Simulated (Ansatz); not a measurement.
# Stack of 1T-FeI2 under 1T-NiTe2, unshifted in a perpendicular field

What dipole does a perpendicular field induce in the stack of 1T-FeI2 under 1T-NiTe2, unshifted? A positive field points along +c.

Main program and level: Ansatz 0.2.0; plane-wave DFT, PBE-D3(BJ), Ansatz PAW, in the first sound run; inputs show where later runs differ.

This is a report of a sequence of runs, with most program output left out.

### Step 1. Starting point

The cell holds 6 atoms: 2 I, 1 Fe, 2 Te and 1 Ni. Cell: a = 3.744 Å, b = 3.744 Å, c = 48.975 Å, α = 90.0°, β = 90.0°, γ = 120.0°. Regions: layer 1: 1T-FeI2, 3 atoms (2 I and 1 Fe); layer 2: 1T-NiTe2, 3 atoms (2 Te and 1 Ni). Vacuum lies along c.

### Step 2. Relaxation

The starting cell is a guess, so the in-plane lattice and the atoms are relaxed first, with the slab cut off from its images along the normal.

Contents of input.yaml:

```yaml
crystal:
  lattice:
    - [3.743982, 0.0, 0.0]
    - [-1.871991, 3.2423835233, 0.0]
    - [0.0, 0.0, 48.9750163689]
  atoms:
    - { symbol: I, position: [0.6666666667, 0.3333333333, 0.4083714817] }
    - { symbol: Fe, position: [0.0, 0.0, 0.4407456894], spin: 4.0 }
    - { symbol: I, position: [0.3333333333, 0.6666666667, 0.4731198972] }
    - { symbol: Te, position: [0.6666666667, 0.3333333333, 0.5405011916] }
    - { symbol: Ni, position: [0.0, 0.0, 0.566064855] }
    - { symbol: Te, position: [0.3333333333, 0.6666666667, 0.5916285183] }
  periodic: [true, true, false]
magnetization:
  spin_polarized: true
kpoints:
  mp_grid: { grid: [12, 12, 1] }
hamiltonian:
  xc: pbe
  dispersion: d3bj
scf:
  occupations: { method: fermi_dirac, width: 0.05 }
  convergence: { dr2_threshold: 1.0e-09 }
relax:
  f_tol: 0.004
  max_steps: 90
  cell: {}
output:
  write_potential: true
  write_density: true
  volumetric_format: npy
```

Launch:

```bash
> ansatz run input.yaml --threads 4 --pin off --max-ram 6144MiB --backend cpu --events-out ev --progress --plain --runs-dir out
```

Elapsed: 19 min, on 4 threads of Arm Neoverse V1, shared host; peak memory 2 GiB.

Relaxation path:

| step | energy less that of the first step (eV) | largest force component (eV/Å) | volume (Å³) |
| --- | --- | --- | --- |
| 1 | 0.0000 | 1.0982 | 594.53 |
| 2 | -0.2799 | 2.6503 | 608.46 |
| 3 | -0.0040 | 1.3463 | 621.83 |
| 4 | -0.2427 | 0.9632 | 620.29 |
| 5 | -0.3088 | 0.7309 | 612.47 |
| 6 | -0.3796 | 0.5297 | 628.65 |
| 7 | -0.4081 | 0.3546 | 642.49 |
| 8 | -0.4125 | 0.2616 | 642.44 |
| 9 | -0.4132 | 0.5155 | 641.47 |
| 10 | -0.4154 | 0.1228 | 641.37 |
| 11 | -0.4158 | 0.0505 | 641.32 |
| 12 | -0.4159 | 0.0529 | 641.17 |
| 13 | -0.4159 | 0.0358 | 641.23 |
| 14 | -0.4159 | 0.0294 | 641.29 |
| 15 | -0.4161 | 0.0054 | 641.35 |
| 16 | -0.4161 | 0.0006 | 641.32 |
| 17* | -0.4184 | 0.0008 | 641.32 |

Relaxation steps marked * repeat the geometry before them on a plane-wave basis chosen anew for their cell, so energy and pressure can jump there. Relaxation steps 3, 4 were tried and not accepted.

The run keeps the 6 symmetry operations that it works with, so distortions that break them were not tested.

| cell as run | before | after | change |
| --- | --- | --- | --- |
| a (Å) | 3.744 | 3.889 | +3.9 % |
| b (Å) | 3.744 | 3.889 | +3.9 % |

The atoms that moved most (Å, along periodic axes as changes of fractional coordinates times the final cell, across vacuum about the mean position):

| atom | dx | dy | dz | length |
| --- | --- | --- | --- | --- |
| I3 | 0.000 | 0.000 | 0.245 | 0.245 |
| Ni5 | 0.000 | 0.000 | -0.145 | 0.145 |
| Te4 | 0.000 | 0.000 | -0.144 | 0.144 |
| Fe2 | 0.000 | 0.000 | 0.106 | 0.106 |
| Te6 | 0.000 | 0.000 | -0.103 | 0.103 |
| I1 | 0.000 | 0.000 | 0.042 | 0.042 |

The relaxed structure:

```xyz
6
Lattice="3.8885 0.0000 0.0000 -1.9443 3.3676 0.0000 0.0000 0.0000 48.9750" Properties=species:S:1:pos:R:3
I     1.9443    1.1225   20.0417
Fe    0.0000    0.0000   21.6913
I     0.0000    2.2450   23.4157
Te    1.9443    1.1225   26.3266
Ni    0.0000    0.0000   27.5785
Te    0.0000    2.2450   28.8720
```

This step gave:

| Quantity | Value |
| --- | --- |
| energy at zero smearing | -39308.6855 eV |
| total moment | 3.732 μB |
| site moments | 0.1427, 3.314, 0.1145, -0.02353, 0.02880, -0.006405 μB |

Site moment by atom:

| atom | site moment (μB) |
| --- | --- |
| I1 | 0.14 |
| Fe2 | 3.31 |
| I3 | 0.11 |
| Te4 | -0.02 |
| Ni5 | 0.03 |
| Te6 | -0.01 |

The lattice constant a goes from 3.744 to 3.889 Å.

### Step 3. Atoms held, field 0

A sawtooth potential applies the field, turning back in the middle of the vacuum. With the dipole correction the typed value is the field outside the slab. The induced dipole is small, so the SCF threshold is tight.

The cell differs from the one that the last finished run ended in (c 48.975 → 26.830 Å).

Contents of input.yaml:

```yaml
crystal:
  lattice:
    - [3.8885349269, 0.0, 0.0]
    - [-1.9442674635, 3.3675700302, 0.0]
    - [0.0, 0.0, 26.8303124117]
  atoms:
    - { symbol: I, position: [0.6666666667, 0.3333333333, 0.335441491], spin: 0.14 }
    - { symbol: Fe, position: [0.0, 0.0, 0.3969251133], spin: 3.31 }
    - { symbol: I, position: [0.3333333333, 0.6666666667, 0.4611948525], spin: 0.11 }
    - { symbol: Te, position: [0.6666666667, 0.3333333333, 0.5696883965], spin: -0.02 }
    - { symbol: Ni, position: [0.0, 0.0, 0.6163472623], spin: 0.03 }
    - { symbol: Te, position: [0.3333333333, 0.6666666667, 0.664558509], spin: -0.01 }
magnetization:
  spin_polarized: true
kpoints:
  mp_grid: { grid: [12, 12, 1] }
  band_path:
    path: [[0, 0, 0], [0.5, 0, 0], [0.33333333, 0.33333333, 0], [0, 0, 0]]
    npoints: 16
hamiltonian:
  xc: pbe
  dispersion: d3bj
scf:
  occupations: { method: fermi_dirac, width: 0.05 }
  convergence: { dr2_threshold: 1.0e-10 }
efield:
  axis: 3
  dipole_correction: true
  ramp_position: 0.97
  ramp_width: 0.06
  amplitude: 0
output:
  dos: { projected: true, e_range: [-6, 5] }
  bader: true
  write_potential: true
  write_density: true
  volumetric_format: npy
  elf: true
```

The job ended after 1.7 min (4 threads; peak memory 1.6 GiB; 6.7 min of CPU time).

Numbers from this step:

| Quantity | Value |
| --- | --- |
| energy at zero smearing | -39308.6877 eV |
| work function, upper face | 4.293 eV |
| work function, lower face | 4.663 eV |
| dipole along the normal | 0.02682 e·Å |
| step between the vacuum levels | -0.3706 eV |

Running mean over a fixed 2.5 Å (it still follows the layers) of the planar mean; the ramp of the sawtooth is left out. The electron's electrostatic potential energy less the Fermi level by z:

| z (Å) | electron's electrostatic potential energy less the Fermi level (eV) |
| --- | --- |
| 3.5 | 4.66 |
| 4.0 | 4.66 |
| 4.5 | 4.66 |
| 5.0 | 4.66 |
| 5.5 | 4.65 |
| 6.0 | 4.61 |
| 6.5 | 4.45 |
| 7.0 | 3.76 |
| 7.5 | 2.39 |
| 8.0 | 0.989 |
| 8.5 | -0.580 |
| 9.0 | -2.15 |
| 9.5 | -3.73 |
| 10.0 | -4.35 |
| 10.5 | -4.49 |
| 11.0 | -4.45 |
| 11.5 | -4.19 |
| 12.0 | -3.29 |
| 12.5 | -1.86 |
| 13.0 | -0.845 |
| 13.5 | -0.486 |
| 14.0 | -0.179 |
| 14.5 | -0.118 |
| 15.0 | -1.90 |
| 15.5 | -4.10 |
| 16.0 | -5.34 |
| 16.5 | -5.58 |
| 17.0 | -5.40 |
| 17.5 | -4.30 |
| 18.0 | -2.13 |
| 18.5 | 0.137 |
| 19.0 | 1.49 |
| 19.5 | 2.41 |
| 20.0 | 3.63 |
| 20.5 | 4.12 |
| 21.0 | 4.25 |
| 21.5 | 4.28 |
| 22.0 | 4.29 |
| 22.5 | 4.29 |
| 23.0 | 4.29 |
| 23.5 | 4.29 |

The density of states has structure finer than the step of the table below, so its rows give means over 0.2 eV, whole bins alone (the curve runs from -6 to 1.99 eV). Peaks (eV: height): total -2.94: 13.7, -2.75: 16.8, -2.64: 13.6, -2.47: 12.8, -2.25: 23.3, 0.56: 19.5, 1.39: 12.0; up -4.15: 7.72, -4.02: 9.74, -3.46: 8.47, -2.94: 8.30, -2.80: 7.70, -2.64: 8.66, -2.25: 13.4; down -4.98: 7.94, -2.75: 11.0, -2.25: 9.90, 0.29: 9.30, 0.56: 15.7, 1.11: 8.05, 1.39: 12.0.

Table of density of states by energy, zero at the Fermi level; means over each step; values in states/eV a cell:

| energy (eV) | total | up | down |
| --- | --- | --- | --- |
| -5.8 | 2.38 | 1.46 | 0.914 |
| -5.6 | 3.10 | 2.00 | 1.09 |
| -5.4 | 4.61 | 2.74 | 1.86 |
| -5.2 | 4.40 | 1.75 | 2.65 |
| -5.0 | 5.00 | 1.98 | 3.02 |
| -4.8 | 3.34 | 1.71 | 1.64 |
| -4.6 | 5.40 | 3.46 | 1.95 |
| -4.4 | 5.81 | 2.71 | 3.09 |
| -4.2 | 6.10 | 4.36 | 1.75 |
| -4.0 | 7.82 | 6.10 | 1.73 |
| -3.8 | 7.09 | 3.42 | 3.66 |
| -3.6 | 6.70 | 3.41 | 3.29 |
| -3.4 | 5.72 | 3.59 | 2.13 |
| -3.2 | 8.53 | 4.36 | 4.17 |
| -3.0 | 11.4 | 6.25 | 5.17 |
| -2.8 | 10.6 | 5.20 | 5.43 |
| -2.6 | 9.72 | 4.87 | 4.85 |
| -2.4 | 10.5 | 5.68 | 4.79 |
| -2.2 | 11.7 | 6.69 | 4.96 |
| -2.0 | 7.45 | 4.27 | 3.18 |
| -1.8 | 6.17 | 3.10 | 3.07 |
| -1.6 | 5.38 | 2.88 | 2.51 |
| -1.4 | 4.42 | 2.75 | 1.67 |
| -1.2 | 4.34 | 3.14 | 1.20 |
| -1.0 | 4.14 | 3.29 | 0.841 |
| -0.8 | 3.50 | 2.79 | 0.715 |
| -0.6 | 2.23 | 1.56 | 0.671 |
| -0.4 | 2.71 | 0.682 | 2.03 |
| -0.2 | 4.28 | 0.466 | 3.82 |
| 0.0 | 3.45 | 0.466 | 2.99 |
| 0.2 | 5.32 | 0.406 | 4.91 |
| 0.4 | 7.63 | 2.43 | 5.20 |
| 0.6 | 7.47 | 2.72 | 4.75 |
| 0.8 | 3.94 | 2.09 | 1.85 |
| 1.0 | 4.32 | 1.90 | 2.42 |
| 1.2 | 4.96 | 1.05 | 3.91 |
| 1.4 | 5.00 | 0 | 5.00 |
| 1.6 | 0 | 0 | 0 |

Projected DOS per atom over height of the atomic layer and energy from the Fermi level. Layers: I Fe I Te Ni Te from below.

Ten even steps from '_' (0.0 states/eV) to '@' (6.4 states/eV), each cell a mean:
```
____________
__--________
__::__..__..
______::..::
__==__::....
__==________
__::________
..__________
......__....
..____..::..
______..++..
......__@@__
--==::__==__
::++::..==..
..::....--..
........--..
..==........
..........::
..__....__..
..__::..____
____::..____
______..____
```
Columns: height of the atomic layer (Å) from 9 to 17.8 (not evenly spaced); rows upwards: energy from the Fermi level (eV) from -5.96 to 1.96.

Projected DOS per atom, spin up over height of the atomic layer and energy from the Fermi level. Layers: I Fe I Te Ni Te from below.

Ten even steps from '0' (0.00 states/eV) to '9' (3.25 states/eV), each cell a mean:
```
000000
000000
000111
000212
000211
000000
000000
111000
222011
111011
110151
121090
161030
191141
131131
121131
272111
121111
111101
101100
112100
000100
```
Columns: height of the atomic layer (Å) from 9 to 17.8 (not evenly spaced); rows upwards: energy from the Fermi level (eV) from -5.96 to 1.96.

Projected DOS per atom, spin down over height of the atomic layer and energy from the Fermi level. Layers: I Fe I Te Ni Te from below.

Ten even steps from '0' (0.00 states/eV) to '9' (3.12 states/eV), each cell a mean:
```
000000
161000
050101
010111
090212
090000
050000
000000
000000
000121
000151
101090
413040
313141
202121
202131
101111
201112
101100
102101
001100
000100
```
Columns: height of the atomic layer (Å) from 9 to 17.8 (not evenly spaced); rows upwards: energy from the Fermi level (eV) from -5.96 to 1.96.

Deep bands are left out, so band numbers here count from the lowest band kept and differ from the log's. The electronic bands at the labelled points (eV, zero at the Fermi level; # counts the bands kept):

| point | up #18 | up #19 | up #20 | up #21 | down #15 | down #16 | down #17 | down #18 |
| --- | --- | --- | --- | --- | --- | --- | --- | --- |
| Γ | -0.08 | -0.06 | -0.06 | 1.14 | -0.19 | -0.09 | -0.09 | 0.17 |
| halfway | -1.25 | -0.63 | -0.53 | 0.50 | -0.55 | -0.35 | 0.10 | 0.14 |
| M | -1.75 | -1.01 | -0.75 | 0.59 | -1.67 | -0.50 | 0.20 | 0.43 |
| halfway | -1.78 | -1.16 | -1.07 | 0.45 | -1.68 | -0.15 | 0.18 | 0.37 |
| K | -1.84 | -1.40 | -1.23 | 0.38 | -1.80 | 0.01 | 0.11 | 0.26 |
| halfway | -1.29 | -1.01 | -0.33 | 0.38 | -0.50 | -0.13 | 0.05 | 0.32 |
| Γ | -0.08 | -0.06 | -0.06 | 1.14 | -0.19 | -0.09 | -0.09 | 0.17 |

Spin density in the ca plane at fractional y = 0.000, with atoms of Fe and Ni within 0.2 Å of it.

Ten even steps from '0' (0.0 e/Å³) to '9' (6.1 e/Å³), each cell a mean:
```
00000000000026410000000000000000000000000000
00000000000000000000000000000000000000000000
00000000000000000000000000000000000000000000
00000000000000000000000000000000000000000000
00000000000000000000000000000000000000000000
00000000000000000000000000000000000000000000
00000000000000000000000000000000000000000000
00000000000000000000000000000000000000000000
00000000000012200000000000000000000000000000
00000000000039710000000000000000000000000000
```
Columns run along c (16.0 Å, from fractional 0.22 to 0.81 of the cell), rows up along a (3.9 Å). Atoms in or near the plane, at fractional coordinates: Fe at (0.40, 0.00), Ni at (0.62, 0.00).

Valence density in the ca plane at fractional y = 0.000, with atoms of Fe and Ni within 0.2 Å of it. It is the smooth field of the valence electrons, not physical close to the nuclei.

Values in e/Å³, 6 rows by 16 columns, each cell a mean:
```
 0  0  0  0  0  0  0  0  5  5  0  0  0  0  7  5
 0  0  0  0  0  0  0  0  0  0  0  0  0  0  0  0
 0  0  0  0  0  0  0  0  0  0  0  0  0  0  0  0
 0  0  0  0  0  0  0  0  0  0  0  0  0  0  0  0
 0  0  0  0  0  0  0  0  1  1  0  0  0  0  1  1
 0  0  0  0  0  0  0  0  8  9  0  0  0  0 14  9
```
Columns run along c (16.0 Å, from fractional 0.07 to 0.66 of the cell), rows up along a (3.9 Å). Atoms in or near the plane, at fractional coordinates: Fe at (0.40, 0.00), Ni at (0.62, 0.00).

Electrostatic potential energy in the ca plane at fractional y = 0.000, with atoms of Fe and Ni within 0.2 Å of it. With pseudopotentials it is smooth inside the atoms' cores, unlike the true potential.

Values in eV, 6 rows by 16 columns, each cell a mean:
```
  7   7   7   7   7   7   6   4 -26 -28   3   6   6   4 -29 -24
  7   7   7   7   7   7   5   2  -2  -2   2   4   5   2  -2  -1
  7   7   7   7   7   6   3  -3   3   4  -2   1   4  -4   1   0
  7   7   7   7   7   6   3  -1   3   3  -1   2   4  -2   1   1
  7   7   7   7   7   7   5   3  -8  -8   3   5   5   3  -8  -6
  7   7   7   7   7   7   6   4 -31 -33   3   6   6   4 -34 -29
```
Columns run along c (16.0 Å, from fractional 0.07 to 0.66 of the cell; values clipped at the 3rd and 97th percentile), rows up along a (3.9 Å). Atoms in or near the plane, at fractional coordinates: Fe at (0.40, 0.00), Ni at (0.62, 0.00).

The work function of the upper face is 4.29 eV.

### Step 4. Single point, field 0.05 V/Å

Edit input.yaml of step 3 so:

```diff
@@ -30,6 +30,4 @@
   ramp_width: 0.06
-  amplitude: 0
+  amplitude: 0.05
 output:
-  dos: { projected: true, e_range: [-6, 5] }
-  bader: true
   write_potential: true
@@ -37,2 +35 @@
   volumetric_format: npy
-  elf: true
```

Elapsed: 92 s, on 4 threads; peak memory 1.5 GiB; 6 min of CPU time.

The dipole is 0.0679 e·Å, 0.0411 e·Å from its value without field.

### Step 5. Atoms held, field -0.05 V/Å

Edit input.yaml of step 4 so:

```diff
@@ -30,3 +30,3 @@
   ramp_width: 0.06
-  amplitude: 0.05
+  amplitude: -0.05
 output:
```

The job ended after 92 s (4 threads; peak memory 1.5 GiB).

The dipole is -0.0143 e·Å, -0.0412 e·Å from its value without field.

### Step 6. Atoms held, field 0.1 V/Å

Edit input.yaml of step 5 so:

```diff
@@ -28,5 +28,5 @@
   dipole_correction: true
-  ramp_position: 0.97
-  ramp_width: 0.06
-  amplitude: -0.05
+  ramp_position: 0.9657
+  ramp_width: 0.0682
+  amplitude: 0.1
 output:
```

Run time: 92 s. Hardware: 4 threads; peak memory 1.5 GiB.

The dipole is 0.109 e·Å, 0.0822 e·Å from its value without field.

### Step 7. Single point, field 0.2 V/Å

Edit input.yaml of step 6 so:

```diff
@@ -30,3 +30,3 @@
   ramp_width: 0.0682
-  amplitude: 0.1
+  amplitude: 0.2
 output:
```

Wall time 92 s (4 threads); peak memory 1.5 GiB; 6 min of CPU time.

The dipole is 0.191 e·Å, 0.164 e·Å from its value without field.

### Step 8. Single point, field 0.3 V/Å

Edit input.yaml of step 7 so:

```diff
@@ -28,6 +28,8 @@
   dipole_correction: true
-  ramp_position: 0.9657
-  ramp_width: 0.0682
-  amplitude: 0.2
+  ramp_position: 0.963
+  ramp_width: 0.0736
+  amplitude: 0.3
 output:
+  dos: { projected: true, e_range: [-6, 5] }
+  bader: true
   write_potential: true
@@ -35 +37,2 @@
   volumetric_format: npy
+  elf: true
```

Elapsed: 1.7 min, on 4 threads; peak memory 1.6 GiB.

The dipole is 0.273 e·Å, 0.247 e·Å from its value without field.

### Step 9. Response, atoms held

This step: plane-wave DFT, PBE-D3(BJ), Ansatz PAW; response to a field along the normal, atoms held (Ansatz 0.2.0).

The dipoles give the slope, and the difference of two potentials shows where the field is screened.

This step gave:

```yaml
equivalent_conductor_thickness_p_eps_0ae: 11.37 Å
distance_between_the_outer_atoms: 8.830 Å
```

The dipole of the cell by applied field:

| applied field (V/Å) | dipole of the cell (e·Å) |
| --- | --- |
| -0.050 | -0.0143 |
| 0.000 | 0.0268 |
| 0.050 | 0.0679 |
| 0.100 | 0.109 |
| 0.200 | 0.191 |
| 0.300 | 0.273 |

The total moment by applied field:

| applied field (V/Å) | total moment (μB) |
| --- | --- |
| -0.050 | 3.73 |
| 0.000 | 3.73 |
| 0.050 | 3.73 |
| 0.100 | 3.73 |
| 0.200 | 3.72 |
| 0.300 | 3.71 |

Local field over the applied field, running mean. From the potentials at -0.05 and 0.05 V/Å; running mean over 2.5 Å. Local field over applied field against z:

z (Å), local field over applied field and a bar from the least value:
```
      4.5      0.998 ##############################
      5.0      0.994 ##############################
      5.5      0.984 ##############################
      6.0      0.955 #############################
      6.5      0.888 ###########################
      7.0      0.767 #######################
      7.5      0.605 ##################
      8.0      0.429 #############
      8.5      0.263 ########
      9.0      0.144 ####
      9.5      0.087 ###
     10.0      0.060 ##
     10.5      0.049 ##
     11.0      0.043 #
     11.5      0.028 #
     12.0      0.006 
     12.5     -0.002 
     13.0     -0.002 
     13.5      0.003 
     14.0      0.008 
     14.5      0.010 
     15.0      0.011 
     15.5      0.007 
     16.0      0.002 
     16.5      0.004 
     17.0      0.014 
     17.5      0.040 #
     18.0      0.114 ###
     18.5      0.244 #######
     19.0      0.406 ############
     19.5      0.581 #################
     20.0      0.748 #######################
     20.5      0.873 ##########################
     21.0      0.943 ############################
     21.5      0.976 #############################
     22.0      0.990 ##############################
     22.5      0.996 ##############################
```

(Part 1 of 2 ends here.)

[Logs are printed without paths, hosts, clocks, repeated set-up lines and the standing remarks that a program may print on its own settings, such as how far it seeks lower states.]

[Hosts, paths, dates, database ids (printed as entryN), source tags and the programs' standing remarks are cut or masked in the printed files.]

[Maps of the electrostatic potential energy from Ansatz leave out the sawtooth potential of an applied field or a dipole correction, so their vacuum need not be flat; planar profiles and work functions include it.]
